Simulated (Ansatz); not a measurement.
Density of states of HfO2 (Pca2_1, a = 5.294 Å, b = 5.069 Å, c = 5.101 Å, α = 90.00°, β = 90.00°, γ = 90.00°), in states per eV and primitive cell, averaged over bins of 0.3 eV. The calculation used DFT PBE, scalar-relativistic, plane waves, PAW in Ansatz 0.2.0.

Settings: cutoff 420 eV, Γ-centred mesh 4×6×6 on the computed 12-atom cell, Gaussian smearing of 0.02 eV; no spin polarisation.

The cell is relaxed at this level. The states (both spins) are summed by tetrahedra on a 6×9×9 mesh at the self-consistent density. Energies are bin centres; the table starts no lower than −8 eV and ends at 6 eV, or lower where the solved bands end.

The gap is 4.37 eV at this level, with the zero inside it.

| E − E_F (eV) | total | O 2p | Hf 5d | Hf 6s | O 2s |
| --- | --- | --- | --- | --- | --- |
| -7.50 | 1.18 | 0.79 | 0.28 | 0.08 | 0.01 |
| -7.20 | 4.92 | 3.38 | 1.09 | 0.31 | 0.04 |
| -6.90 | 6.15 | 4.30 | 1.39 | 0.30 | 0.06 |
| -6.60 | 11.01 | 7.70 | 2.74 | 0.30 | 0.09 |
| -6.30 | 10.58 | 7.46 | 2.67 | 0.21 | 0.07 |
| -6.00 | 8.95 | 6.55 | 1.93 | 0.22 | 0.08 |
| -5.70 | 10.50 | 7.94 | 2.00 | 0.23 | 0.11 |
| -5.40 | 8.15 | 6.32 | 1.34 | 0.21 | 0.11 |
| -5.10 | 8.51 | 6.75 | 1.26 | 0.21 | 0.11 |
| -4.80 | 8.26 | 6.69 | 1.10 | 0.19 | 0.11 |
| -4.50 | 8.79 | 7.22 | 1.14 | 0.13 | 0.11 |
| -4.20 | 10.57 | 8.90 | 1.23 | 0.10 | 0.10 |
| -3.90 | 10.93 | 9.38 | 1.16 | 0.07 | 0.08 |
| -3.60 | 13.20 | 11.64 | 1.09 | 0.08 | 0.09 |
| -3.30 | 9.67 | 8.67 | 0.67 | 0.06 | 0.07 |
| -3.00 | 11.27 | 10.29 | 0.68 | 0.04 | 0.06 |
| -2.70 | 10.52 | 9.83 | 0.44 | 0.03 | 0.05 |
| -2.40 | 6.79 | 6.48 | 0.18 | 0.01 | 0.02 |
| -2.10 | 0.06 | 0.06 | 0.00 | 0.00 | 0.00 |
| -1.80 | 0.00 | 0.00 | 0.00 | 0.00 | 0.00 |
| -1.50 | 0.00 | 0.00 | 0.00 | 0.00 | 0.00 |
| -1.20 | 0.00 | 0.00 | 0.00 | 0.00 | 0.00 |
| -0.90 | 0.00 | 0.00 | 0.00 | 0.00 | 0.00 |
| -0.60 | 0.00 | 0.00 | 0.00 | 0.00 | 0.00 |
| -0.30 | 0.00 | 0.00 | 0.00 | 0.00 | 0.00 |
| 0.00 | 0.00 | 0.00 | 0.00 | 0.00 | 0.00 |
| 0.30 | 0.00 | 0.00 | 0.00 | 0.00 | 0.00 |
| 0.60 | 0.00 | 0.00 | 0.00 | 0.00 | 0.00 |
| 0.90 | 0.00 | 0.00 | 0.00 | 0.00 | 0.00 |
| 1.20 | 0.00 | 0.00 | 0.00 | 0.00 | 0.00 |
| 1.50 | 0.00 | 0.00 | 0.00 | 0.00 | 0.00 |
| 1.80 | 0.00 | 0.00 | 0.00 | 0.00 | 0.00 |
| 2.10 | 0.51 | 0.04 | 0.44 | 0.01 | 0.01 |
| 2.40 | 6.46 | 0.61 | 5.59 | 0.06 | 0.07 |
| 2.70 | 8.06 | 0.84 | 6.84 | 0.11 | 0.10 |
| 3.00 | 9.31 | 0.90 | 7.99 | 0.12 | 0.11 |
| 3.30 | 6.87 | 0.81 | 5.67 | 0.10 | 0.12 |
| 3.60 | 8.95 | 1.18 | 7.08 | 0.19 | 0.20 |
| 3.90 | 10.87 | 1.42 | 8.42 | 0.22 | 0.37 |
| 4.20 | 4.75 | 0.54 | 3.57 | 0.16 | 0.27 |
| 4.50 | 7.23 | 0.74 | 5.34 | 0.23 | 0.58 |
| 4.80 | 6.62 | 0.81 | 4.73 | 0.25 | 0.51 |
| 5.10 | 8.97 | 1.32 | 6.17 | 0.38 | 0.66 |
| 5.40 | 4.15 | 0.63 | 2.62 | 0.33 | 0.35 |
| 5.70 | 5.06 | 0.84 | 3.11 | 0.42 | 0.43 |

The columns after the total are the main Löwdin projections on the occupied valence shells of the potentials; 3 others are left out. The rest of the total lies in those, in shells that are empty in the free atom, which aren't projected, and between the atoms.

Spin-orbit coupling is left out, which matters for the bands of heavy elements.

This form isn't the usual stable structure of the compound.